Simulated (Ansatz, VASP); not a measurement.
# Ge: VASP beside Ansatz

The input INCAR:

```
PREC     = Accurate       # precision mode
ENCUT    = 520            # plane-wave cutoff, eV
EDIFF    = 1E-6           # SCF threshold, eV
ISMEAR   = 0              # smearing method
SIGMA    = 0.15           # smearing width, eV
LREAL    = False          # projectors in reciprocal space
LASPH    = True           # aspherical terms in the spheres
NELM     = 100            # most SCF steps
ALGO     = Normal         # electronic algorithm
ISIF     = 2              # what is computed and relaxed
LWAVE    = False          # write WAVECAR
LCHARG   = False          # write CHGCAR
GGA      = PS             # functional
NBANDS   = 21             # bands
```

Contents of KPOINTS:

```
Automatic mesh
0
Gamma
  14 14 14
```

POSCAR

```
Ge
1.0
    0.0000000000      2.7156192000      2.8287700000
    2.8287700000      0.0000000000      2.8287700000
    2.8287700000      2.7156192000      0.0000000000
Ge
2
Direct
    0.5000000000      0.5000000000      0.5000000000
    0.7500000000      0.7500000000      0.7500000000
```

Input for Ansatz:

```yaml
crystal:
  lattice:
    - [0.0, 2.7156192, 2.82877]
    - [2.82877, 0.0, 2.82877]
    - [2.82877, 2.7156192, 0.0]
  atoms:
    - { symbol: Ge, position: [0.5, 0.5, 0.5] }
    - { symbol: Ge, position: [0.75, 0.75, 0.75] }
basis:
  ecutwfc: 420
kpoints:
  mp_grid: { grid: [14, 14, 14] }
hamiltonian:
  xc: pbesol
scf:
  occupations: { method: gaussian, width: 0.15 }
output:
  forces: true
  stress: true
  eigenvalues: true
```

Change from the starting cell: strain -0.0400 x Voigt [0, 1, 0, 0, 0, 0], atoms carried along.

Alike in both runs: task single point; functional PBEsol; k mesh 14 × 14 × 14; occupations gaussian, width 0.15 eV; no spin polarisation.

|  | VASP | Ansatz |
| --- | --- | --- |
| version | VASP 6.6.1 | Ansatz 0.2.0 |
| potentials or method | VASP PAW PBE potentials, release 64 (Ge_d) | scalar-relativistic, plane waves, PAW |
| plane-wave cutoff (eV) | 520 | 420 |
| valence electrons in the cell | 28 | 28 |

Ansatz gave:

- gap on the k mesh at the Fermi level (eV): none
- pressure (GPa): 3.8
- largest component of the traceless stress (GPa): 1.82

Task: Estimate VASP's values.

Result: gap on the k mesh at the Fermi level (eV): none; pressure (GPa): 3.7; largest component of the traceless stress (GPa): 1.82.

A gap of «none» marks a metal or a gap that the smearing closes. The functional is the same, so the differences come from potentials, cutoffs and numerics.

Caveats: the PAW data sets were made with another functional, which shifts forces and pressure a little (VASP).
